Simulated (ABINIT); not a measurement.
Set up this calculation in ABINIT 10.8.3 (patched build), as the native input.

- Task: band structure
- Functional: WC
- Potentials or basis: JTH PAW PBE v2.0
- Cutoff: 517 eV
- k mesh: 10 × 10 × 10
- Occupations: fermi-dirac, width 0.05 eV
- Spin: no spin polarisation
- Fine-grid cutoff: 1034.03 eV
- Exchange and correlation inside the PAW spheres: full angular mesh (pawxcdev 0, this build's default; the released program takes 1)

ZrC:

```
CELL_PARAMETERS angstrom
0.00000 2.36500 2.36500
2.36500 0.00000 2.36500
2.36500 2.36500 0.00000
ATOMIC_POSITIONS crystal
Zr 0.50000 0.50000 0.50000
C 0.00000 0.00000 0.00000
```

One way to write it, as run:

run.abi

```
# Datasets: ground state, then fixed potential
ndtset 2

# Pseudopotentials
pp_dirpath "./"
pseudos "Zr.GGA_PBE-JTH.xml, C.GGA_PBE-JTH.xml"

# Structure
acell 3*1.0
rprim
     0.0000000000     4.4692022847     4.4692022847
     4.4692022847     0.0000000000     4.4692022847
     4.4692022847     4.4692022847     0.0000000000
ntypat 2
znucl 40 6
natom 2
typat 1 2
xred
     0.5000000000     0.5000000000     0.5000000000
     0.0000000000     0.0000000000     0.0000000000

# Plane-wave basis
ecut 19.0
pawecutdg 38.0

# Exchange and correlation
ixc 23

# Bands and occupations
occopt 3
tsmear 0.05 eV

# SCF cycle
nstep 100

# Output
iomode 3
prtwf 0
prteig 0
prtebands 0
enunit 1
prtden1 1

# Dataset 1
kptopt1 1
ngkpt1 10 10 10
nshiftk1 1
shiftk1 0.0 0.0 0.0
nband1 12
tolvrs1 1.0e-9

# Dataset 2: bands along G-X-W-K-G-L-U-W-L-K
iscf2 -2
getden2 1
nband2 18
nbdbuf2 4
tolwfr2 1.0e-11
kptopt2 -9
ndivsm2 8
prteig2 1
prtvol2 -3
kptbounds2
     0.0000000000     0.0000000000     0.0000000000
     0.5000000000     0.0000000000     0.5000000000
     0.5000000000     0.2500000000     0.7500000000
     0.3750000000     0.3750000000     0.7500000000
     0.0000000000     0.0000000000     0.0000000000
     0.5000000000     0.5000000000     0.5000000000
     0.6250000000     0.2500000000     0.6250000000
     0.5000000000     0.2500000000     0.7500000000
     0.5000000000     0.5000000000     0.5000000000
     0.3750000000     0.3750000000     0.7500000000
```

Potentials or basis: JTH PAW PBE v2.0.

Launch:

```sh
$ abinit run.abi > log 2>&1
```

It gave:

```yaml
Pressure: -7.9 GPa
Band_gap_on_the_k_mesh: none (metal or under the smearing width)
Valence_electrons_inside_the_program's_atomic_spheres: Zr 9.03; C 2.37
```

Caveat: the PAW data sets were made with another functional, which shifts forces and pressure a little.

It took 41 s on 1 thread of Arm Neoverse V1, on a shared host, peak memory 0.12 GiB.
